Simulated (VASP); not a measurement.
# InP (F-43m) in VASP: further runs

The runs below take InP through single point, with LDA, BLYP+D3(BJ), PBE+D4.

All numbers are computed with VASP 6.6.1; they aren't measurements. Logs are shortened: lines on timing, memory, paths and dates and some standing lists are left out, and cuts for length are marked.

**Experimental background.**

From a printed reference work, data compilation, for a bulk crystal of InP at 1.6 K: band gap 1.4236 eV (direct).

The runs below are set against these values where they give the same quantity.

## Step 1: The cell of the first run

The structure is cubic, space group F-43m (No. 216). The conventional cell has a = 5.748 Å, b = 5.748 Å, c = 5.748 Å, α = 90.00°, β = 90.00°, γ = 90.00°. In (site symmetry -43m) has 4 P at 2.49 Å within 3.3 Å. Within 3.3 Å of P (site symmetry -43m) lie 4 In at 2.49 Å.

## Step 2: Single point, LDA (volume scaled by 0.96)

INCAR

```
PREC = Accurate
ENCUT = 520
EDIFF = 1E-6
ISMEAR = 0
SIGMA = 0.05
LREAL = F
LASPH = T
NELM = 60
ALGO = Normal
ISIF = 2
LWAVE = F
LCHARG = T
GGA = CA
LELF = T
LVHAR = T
NBANDS = 16
```

KPOINTS

```
Automatic mesh
0
Gamma
  8 8 8
```

POSCAR

```
InP
1.0
    0.0000000000      2.8739336373      2.8739336373
    2.8739336373      0.0000000000      2.8739336373
    2.8739336373      2.8739336373      0.0000000000
In P
1 1
Direct
    0.0000000000      0.0000000000      0.0000000000
    0.7500000000      0.7500000000      0.7500000000
```

Potentials or basis: VASP PAW LDA potentials, release 64 (In_d, P).

Launch:

```bash
$ cat potpaw_LDA.64/In_d/POTCAR potpaw_LDA.64/P/POTCAR > POTCAR
$ mpirun -np 1 vasp_std > vasp.out
```

OUTCAR:

```text
PREC = Accurate
   ENCUT = 520
   EDIFF = 1E-6
   ISMEAR = 0
   LREAL = F
   LASPH = T
   NELM = 60
   ISIF = 2
   GGA = CA

 ion  position               nearest neighbor table
   1  0.000  0.000  0.000-   2 2.49   2 2.49   2 2.49   2 2.49
   2  0.750  0.750  0.750-   1 2.49   1 2.49   1 2.49   1 2.49

  LATTYP: Found a face centered cubic cell.
 ALAT       =     5.7478672746

  Lattice vectors:

 A1 = (   0.0000000000,   2.8739336373,   2.8739336373)
 A2 = (   2.8739336373,   0.0000000000,   2.8739336373)
 A3 = (   2.8739336373,   2.8739336373,   0.0000000000)

Analysis of symmetry for initial positions (statically):
=====================================================================
 Subroutine PRICEL returns:
 Original cell was already a primitive cell.

 Routine SETGRP: Setting up the symmetry group for a
 face centered cubic supercell.

 Subroutine GETGRP returns: Found 24 space group operations
 (whereof 24 operations were pure point group operations)
 out of a pool of 48 trial point group operations.

The static configuration has the point symmetry T_d .

Analysis of symmetry for dynamics (positions and initial velocities):
=====================================================================
 Subroutine PRICEL returns:
 Original cell was already a primitive cell.

 Routine SETGRP: Setting up the symmetry group for a
 face centered cubic supercell.

 Subroutine GETGRP returns: Found 24 space group operations
 (whereof 24 operations were pure point group operations)
 out of a pool of 48 trial point group operations.

The dynamic configuration has the point symmetry T_d .

 Subroutine INISYM returns: Found 24 space group operations
 (whereof 24 operations are pure point group operations),
 and found     1 'primitive' translations

----------------------------------------------------------------------------------------

                                     Primitive cell

  volume of cell :      47.4745

  direct lattice vectors                    reciprocal lattice vectors
     0.000000000  2.873933637  2.873933637    -0.173977573  0.173977573  0.173977573
     2.873933637  0.000000000  2.873933637     0.173977573 -0.173977573  0.173977573
     2.873933637  2.873933637  0.000000000     0.173977573  0.173977573 -0.173977573

  length of vectors
     4.064355927  4.064355927  4.064355927     0.301337996  0.301337996  0.301337996

  position of ions in fractional coordinates (direct lattice)
     0.000000000  0.000000000  0.000000000
     0.750000000  0.750000000  0.750000000

  ion indices of the primitive-cell ions
   primitive index   ion index
                 1           1
                 2           2

----------------------------------------------------------------------------------------

 KPOINTS: Automatic mesh

Automatic generation of k-mesh.
 Grid dimensions read from file:
 generate k-points for:    8    8    8

 Generating k-lattice:

  Cartesian coordinates                     Fractional coordinates (reciprocal lattice)
    -0.021747197  0.021747197  0.021747197     0.125000000  0.000000000  0.000000000
     0.021747197 -0.021747197  0.021747197     0.000000000  0.125000000  0.000000000
     0.021747197  0.021747197 -0.021747197     0.000000000  0.000000000  0.125000000

  Length of vectors
     0.037667250  0.037667250  0.037667250

  Shift w.r.t. Gamma in fractional coordinates (k-lattice)
     0.000000000  0.000000000  0.000000000

 Subroutine IBZKPT returns following result:
 ===========================================

 Found     29 irreducible k-points:

 Following reciprocal coordinates:
            Coordinates               Weight
  0.000000  0.000000  0.000000      1.000000
  0.125000  0.000000  0.000000      8.000000
  0.250000  0.000000  0.000000      8.000000
  0.375000  0.000000  0.000000      8.000000
  0.500000  0.000000  0.000000      4.000000
  0.125000  0.125000  0.000000      6.000000
[... 16 lines left out ...]
  0.500000  0.250000  0.125000     48.000000
 -0.375000  0.250000  0.125000     24.000000
 [... further k-points ...]
   k-points           NKPTS =     29   k-points in BZ     NKDIM =     29   number of bands    NBANDS=     16
   number of dos      NEDOS =    301   number of ions     NIONS =      2
   total plane-waves  NPLWV =  27000
   dimension x,y,z NGX =    30 NGY =   30 NGZ =   30
   dimension x,y,z NGXF=    60 NGYF=   60 NGZF=   60
   ions per type =               1   1
   NGX,Y,Z   is equivalent  to a cutoff of  12.27, 12.27, 12.27 a.u.
   NGXF,Y,Z  is equivalent  to a cutoff of  24.54, 24.54, 24.54 a.u.
 SYSTEM =  unknown system
   PREC   = accura    normal or accurate (medium, high low for compatibility)
   ISTART =      0    job   : 0-new  1-cont  2-samecut
   ICHARG =      2    charge: 1-file 2-atom 10-const
   ISPIN  =      1    spin polarized calculation?
   LNONCOLLINEAR =      F non collinear calculations
   LSORBIT =      F    spin-orbit coupling
   LASPH  =      T    aspherical Exc in radial PAW
   ENCUT  =  520.0 eV  38.22 Ry    6.18 a.u.   7.56  7.56  7.56*2*pi/ulx,y,z
   NELM   =     60;   NELMIN=  2; NELMDL= -5     # of ELM steps
   EDIFF  = 0.1E-05   stopping-criterion for ELM
   LREAL  =      F    real-space projection
   EDIFFG = 0.1E-04   stopping-criterion for IOM
   NSW    =      0    number of steps for IOM
   IBRION =     -1    ionic relax: 0-MD 1-quasi-New 2-CG
   NFREE  =      0    steps in history (QN), initial steepest desc. (CG)
   ISIF   =      2    stress and relaxation
   ISYM   =      2    0-nonsym 1-usesym 2-fastsym
   POTIM  = 0.5000    time-step for ionic-motion
   TEBEG  =    0.0;   TEEND  =   0.0 temperature during run
   PSTRESS=    0.0 pullay stress
   NELECT =      18.0000    total number of electrons
   NUPDOWN=      -1.0000    fix difference up-down
   EMIN   =  10.00;   EMAX   =-10.00  energy-range for DOS
   EFERMI =   0.00;   METHOD = LEGACY
   ISMEAR =     0;   SIGMA  =   0.05  broadening in eV -4-tet -1-fermi 0-gaus
   EFERMI_NEDOS =   21; number of points for ismear=-14 and -15
   IALGO  =     38    algorithm
   IMIX   =      4    mixing-type and parameters
     AMIX     =   0.40;   BMIX     =  1.00
     AMIX_MAG =   1.60;   BMIX_MAG =  1.00
  volume/ion in A,a.u.               =      23.74       160.19
  Fermi-wavevector in a.u.,A,eV,Ry     =   1.184892  2.239122 19.102173  1.403970
  Thomas-Fermi vector in A             =   2.321097
   LORBIT       =      0    0 simple, 1 ext, 2 COOP (PROOUT), +10 PAW based schemes
   GGA     = CA    functional components
   LHFCALC =     F    Hartree Fock is set to
   AEXX    =    0.0000 exact exchange contribution
   IVDW    =     0    specifies the selected vdW correction
   LEPSILON=     F    determine dielectric tensor
   LRPA    =     F    only Hartree local field effects (RPA)
 non-spin polarized calculation
 Gauss-broadening in eV      SIGMA  =   0.05
  energy-cutoff  :      520.00
  volume of cell :       47.47
 maximum number of plane-waves:      1303
   NGX = 15   NGY = 15   NGZ = 15

 number of electron      18.0000001 magnetization

 Free energy of the ion-electron system (eV)
  ---------------------------------------------------
  ext. energy  EPLUGINS =         0.00000000
  ---------------------------------------------------
  free energy    TOTEN  =        -9.65204062 eV

  energy without entropy =       -9.65204062  energy(sigma->0) =       -9.65204062

 E-fermi :   5.8872     XC(G=0):  -9.8650

 val. band max:        5.6786239421   @ k =   0.0000   0.0000   0.0000
 cond. band min:       6.5045501467   @ k =   0.0000   0.0000   0.0000
 fundamental gap:      0.8259262047
 Fermi energy:         5.8872491129

 k-point     1 :       0.0000    0.0000    0.0000
  band No.  band energies     occupation
      1      -8.6480      2.00000
      2      -8.6480      2.00000
      3      -8.6480      2.00000
      4      -8.4613      2.00000
      5      -8.4613      2.00000
      6      -6.2867      2.00000
[... 8 lines left out ...]
     15      15.2220      0.00000
     16      15.2220      0.00000

 k-point     2 :       0.1250    0.0000    0.0000
  band No.  band energies     occupation
      1      -8.6726      2.00000
      2      -8.6388      2.00000
      3      -8.6388      2.00000
      4      -8.4614      2.00000
      5      -8.4614      2.00000
      6      -6.0891      2.00000
[... 8 lines left out ...]
     15      14.4984      0.00000
     16      15.0388      0.00000

 k-point     3 :       0.2500    0.0000    0.0000
  band No.  band energies     occupation
      1      -8.7276      2.00000
      2      -8.6193      2.00000
      3      -8.6193      2.00000
      4      -8.4584      2.00000
      5      -8.4584      2.00000
      6      -5.5355      2.00000
[... 8 lines left out ...]
     15      14.2572      0.00000
     16      14.6989      0.00000

 k-point     4 :       0.3750    0.0000    0.0000
  band No.  band energies     occupation
      1      -8.7778      2.00000
      2      -8.6047      2.00000
      3      -8.6047      2.00000
      4      -8.4500      2.00000
      5      -8.4500      2.00000
      6      -4.7794      2.00000
[... 8 lines left out ...]
     15      15.2429      0.00000
     16      15.2429      0.00000

 k-point     5 :       0.5000    0.0000    0.0000
  band No.  band energies     occupation
      1      -8.7975      2.00000
      2      -8.6004      2.00000
      3      -8.6004      2.00000
      4      -8.4447      2.00000
      5      -8.4447      2.00000
      6      -4.3298      2.00000
[... 8 lines left out ...]
     15      16.4179      0.00000
     16      16.4179      0.00000

 k-point     6 :       0.1250    0.1250    0.0000
  band No.  band energies     occupation
      1      -8.6896      2.00000
      2      -8.6299      2.00000
      3      -8.6299      2.00000
      4      -8.4693      2.00000
      5      -8.4550      2.00000
      6      -6.0244      2.00000
[... 8 lines left out ...]
     15      15.3583      0.00000
     16      15.5206      0.00000
[... 267 lines left out ...]
 k-point    21 :       0.5000    0.5000    0.0000
  band No.  band energies     occupation
      1      -8.8728      2.00000
      2      -8.5292      2.00000
      3      -8.5185      2.00000
      4      -8.5185      2.00000
      5      -8.4176      2.00000
      6      -3.5918      2.00000
[... 8 lines left out ...]
     15      16.4851      0.00000
     16      17.6060      0.00000

 k-point    22 :       0.3750    0.2500    0.1250
  band No.  band energies     occupation
      1      -8.7727      2.00000
      2      -8.5958      2.00000
      3      -8.5877      2.00000
      4      -8.4818      2.00000
      5      -8.4427      2.00000
      6      -5.0763      2.00000
[... 8 lines left out ...]
     15      15.9690      0.00000
     16      17.4549      0.00000

 k-point    23 :       0.5000    0.2500    0.1250
  band No.  band energies     occupation
      1      -8.8012      2.00000
      2      -8.5896      2.00000
      3      -8.5697      2.00000
      4      -8.4770      2.00000
      5      -8.4424      2.00000
      6      -4.3785      2.00000
[... 8 lines left out ...]
     15      16.6364      0.00000
     16      17.1583      0.00000

 k-point    24 :      -0.3750    0.2500    0.1250
  band No.  band energies     occupation
      1      -8.8116      2.00000
      2      -8.5890      2.00000
      3      -8.5636      2.00000
      4      -8.4695      2.00000
      5      -8.4456      2.00000
      6      -3.9725      2.00000
[... 8 lines left out ...]
     15      16.3963      0.00000
     16      17.1418      0.00000

 [... further k-points ...]
[... 5 lines left out ...]
  --------------------------------------------------------------------------------------
  -------------------------------------------------------------------------------------
  Total        0.9540331      0.9540331      0.9540331      0.0000000      0.0000000      0.0000000
  in kB       32.1968824     32.1968824     32.1968824      0.0000000      0.0000000      0.0000000
  external PRESSURE =      32.1968824 kB  Pullay stress =       0.0000000 kB

 VOLUME and BASIS-vectors are now :
 -----------------------------------------------------------------------------
  energy-cutoff  :      520.00
  volume of cell :       47.47
      direct lattice vectors                 reciprocal lattice vectors
     0.000000000  2.873933637  2.873933637    -0.173977573  0.173977573  0.173977573
     2.873933637  0.000000000  2.873933637     0.173977573 -0.173977573  0.173977573
     2.873933637  2.873933637  0.000000000     0.173977573  0.173977573 -0.173977573

 POSITION                                       TOTAL-FORCE (eV/Angst)
 -----------------------------------------------------------------------------------
      0.00000      0.00000      0.00000         0.000000     -0.000000      0.000000
      4.31090      4.31090      4.31090        -0.000000      0.000000     -0.000000
 -----------------------------------------------------------------------------------
    total drift:                                0.000000      0.000000      0.000000

  FREE ENERGIE OF THE ION-ELECTRON SYSTEM (eV)
  ---------------------------------------------------
  free  energy   TOTEN  =        -9.6520406174 eV

  energy  without entropy=       -9.6520406174  energy(sigma->0) =       -9.65204062
```

It took 33 s on 1 thread of AMD EPYC 7R13, shared host; peak memory 0.13 GiB.

Results:

```
Free energy            : -9.6520 eV
Pressure               : 3.2 GPa
Band gap on the k mesh : 0.83 eV, direct
```

Caveat: the cell differs from its parent crystal (volume scaled by 0.96); spin-orbit coupling is left out, which moves the levels of the heavy elements.

## Step 3: Single point, BLYP+D3(BJ)

INCAR

```
SYSTEM = InP
  PREC = Accurate
  ENCUT = 520
  EDIFF = 1E-6
  ISMEAR = 0
  SIGMA = 0.05
  LREAL = .False.
  LASPH = .True.
  NELM = 100
  ALGO = Normal
  ISIF = 2
  LWAVE = .False.
  LCHARG = .False.
  GGA = B5
  ALDAX = 1.0
  AGGAX = 1.0
  AGGAC = 1.0
  ALDAC = 0.0
  IVDW = 12
  VDW_S6 = 1.0
  VDW_S8 = 2.6996
  VDW_A1 = 0.4298
  VDW_A2 = 4.2359
  NBANDS = 16
```

KPOINTS

```
regular mesh
0
Gamma
  8 8 8
  0 0 0
```

POSCAR

```
InP
1.0
    0.0000000000      2.9141725714      2.9141725714
    2.9141725714      0.0000000000      2.9141725714
    2.9141725714      2.9141725714      0.0000000000
In P
1 1
Direct
    0.0000000000      0.0000000000      0.0000000000
    0.7500000000      0.7500000000      0.7500000000
```

Potentials or basis: VASP PAW PBE potentials, release 64 (In_d, P).

Launch:

```bash
$ cat potpaw_PBE.64/In_d/POTCAR potpaw_PBE.64/P/POTCAR > POTCAR
$ mpirun -np 1 vasp_std > vasp.out
```

Wall time 50 s (1 thread of AMD EPYC 7R13, shared host); peak memory 0.16 GiB.

The run converged. Its results:

| Quantity | Value |
| --- | --- |
| Free energy | -8.4747 eV |
| Pressure | 2.8 GPa |
| Band gap on the k mesh | 0.72 eV, direct |
| Dispersion energy per atom | -0.729 eV |

Levels at points of the mesh, in eV from the valence-band top:
```tsv
k point	band 5	band 6	band 7	band 8	band 9	band 10	band 11	band 12	band 13	band 14
(0.00, 0.00, 0.00)	-14.10	-11.63	0.00	0.00	0.00	0.72	4.12	4.12	4.12	8.86
(0.50, 0.00, 0.00)	-14.09	-9.87	-5.80	-0.99	-0.99	1.53	4.88	4.88	7.28	9.67
(0.50, 0.50, 0.00)	-14.06	-9.20	-5.84	-2.35	-2.35	1.87	2.35	9.33	9.66	9.66
```

Caveat: the PAW data sets were made with another functional, which shifts forces and pressure a little; spin-orbit coupling is left out, which moves the levels of the heavy elements.

## Step 4: Single point, PBE+D4 (volume scaled by 0.96)

INCAR

```
  PREC = Accurate
  ENCUT = 520
  EDIFF = 1E-6
  ISMEAR = 0
  SIGMA = 0.05
  LREAL = F
  LASPH = T
  NELM = 60
  ALGO = Normal
  ISIF = 2
  LWAVE = F
  LCHARG = F
  GGA = PE
  IVDW = 13
  NBANDS = 16
```

KPOINTS

```
Automatic mesh
0
Gamma
  8 8 8
```

POSCAR

```
InP
1.0
    0.0000000000      2.9058456351      2.9058456351
    2.9058456351      0.0000000000      2.9058456351
    2.9058456351      2.9058456351      0.0000000000
In P
1 1
Direct
    0.0000000000      0.0000000000      0.0000000000
    0.7500000000      0.7500000000      0.7500000000
```

Launch:

```bash
$ cat potpaw_PBE.64/In_d/POTCAR potpaw_PBE.64/P/POTCAR > POTCAR
$ mpirun -np 1 vasp_std > vasp.out
```

Run time: 31 s. Hardware: 1 thread of AMD EPYC 7R13, shared host; peak memory 0.15 GiB.

Results (log left out):

```yaml
Free_energy: -9.0395 eV
Pressure: 2.9 GPa
Band_gap_on_the_k_mesh: 0.85 eV, direct
Dispersion_energy_per_atom: -0.346 eV
```

Levels at points of the mesh, in eV from the valence-band top:
| k point | band 5 | band 6 | band 7 | band 8 | band 9 | band 10 | band 11 | band 12 | band 13 | band 14 |
| --- | --- | --- | --- | --- | --- | --- | --- | --- | --- | --- |
| (0.00, 0.00, 0.00) | -14.07 | -11.69 | 0.00 | 0.00 | 0.00 | 0.85 | 4.09 | 4.09 | 4.09 | 8.70 |
| (0.50, 0.00, 0.00) | -14.06 | -9.88 | -5.87 | -1.01 | -1.01 | 1.56 | 4.81 | 4.81 | 7.15 | 9.60 |
| (0.50, 0.50, 0.00) | -14.04 | -9.20 | -5.86 | -2.41 | -2.41 | 1.72 | 2.26 | 9.37 | 9.77 | 9.77 |

Caveat: the cell differs from its parent crystal (volume scaled by 0.96); spin-orbit coupling is left out, which moves the levels of the heavy elements.

## Step 5: Single point, LDA

This run uses another cell than the first one, of 24.73 Å³/atom, 1.042 times its volume.

INCAR

```
SYSTEM = InP
PREC = Accurate
ENCUT = 520
EDIFF = 1E-6
ISMEAR = 0
SIGMA = 0.05
LREAL = .False.
LASPH = .True.
NELM = 80
ALGO = Normal
ISIF = 2
LWAVE = .False.
LCHARG = .False.
NBANDS = 16
```

KPOINTS

```
Automatic mesh
0
Gamma
  8 8 8
  0 0 0
```

POSCAR

```
InP
1.0
    0.0000000000      2.9133074840      2.9133074840
    2.9133074840      0.0000000000      2.9133074840
    2.9133074840      2.9133074840      0.0000000000
In P
1 1
Direct
    0.0000000000      0.0000000000      0.0000000000
    0.7500000000      0.7500000000      0.7500000000
```

Potentials or basis: VASP PAW LDA potentials, release 64 (In_d, P).

Launch:

```bash
$ cat potpaw_LDA.64/In_d/POTCAR potpaw_LDA.64/P/POTCAR > POTCAR
$ mpirun -np 1 vasp_std > vasp.out
```

Run time: 29 s. Hardware: 1 thread of AMD EPYC 7R13, shared host; peak memory 0.13 GiB.

It converged, with:

| Quantity | Value |
| --- | --- |
| Free energy | -9.6721 eV |
| Pressure | 0.0 GPa |
| Band gap on the k mesh | 0.61 eV, direct |

Levels at points of the mesh, in eV from the valence-band top:
```csv
k point,band 6,band 7,band 8,band 9,band 10,band 11,band 12,band 13
"(0.00, 0.00, 0.00)",-11.67,0.00,0.00,0.00,0.61,3.96,3.96,3.96
"(0.50, 0.00, 0.00)",-9.86,-5.93,-1.02,-1.02,1.37,4.70,4.70,6.93
"(0.50, 0.50, 0.00)",-9.17,-5.94,-2.42,-2.42,1.57,2.12,9.10,9.55
```

Caveat: spin-orbit coupling is left out, which moves the levels of the heavy elements.

## Step 6: Summary

| level | potentials or basis | cell | gap on the mesh (eV) | pressure (GPa) |
| --- | --- | --- | --- | --- |
| LDA | VASP PAW LDA potentials, release 64 (In_d, P) | a = 4.064 Å, angles 60.0°, 2 atoms | 0.83 | 3.2 |
| BLYP+D3(BJ) | VASP PAW PBE potentials, release 64 (In_d, P) | a = 4.121 Å, angles 60.0°, 2 atoms | 0.72 | 2.8 |
| PBE+D4 | VASP PAW PBE potentials, release 64 (In_d, P) | a = 4.109 Å, angles 60.0°, 2 atoms | 0.85 | 2.9 |
| LDA | VASP PAW LDA potentials, release 64 (In_d, P) | a = 4.120 Å, angles 60.0°, 2 atoms | 0.61 | 0.0 |

Alike in all rows: task single point; no spin polarisation; k mesh 8 × 8 × 8; cutoff (eV) 520; smearing gaussian 0.05 eV.

Caveats: spin-orbit coupling is left out, which moves the levels of the heavy elements; the PAW data sets were made with another functional, which shifts forces and pressure a little (some runs).

Absolute energies hang on the potentials; compare differences alone.

## Step 7: Against experiment

Step 5. Against the measured gap of InP, 1.4236 eV (direct; 1.6 K; a printed reference work, data compilation), the calculated 0.61 eV is off by -0.82 eV. Spin-orbit coupling on In is left out. The value is that of LDA, without temperature or zero-point motion. Semilocal functionals fall short of measured gaps as a rule.
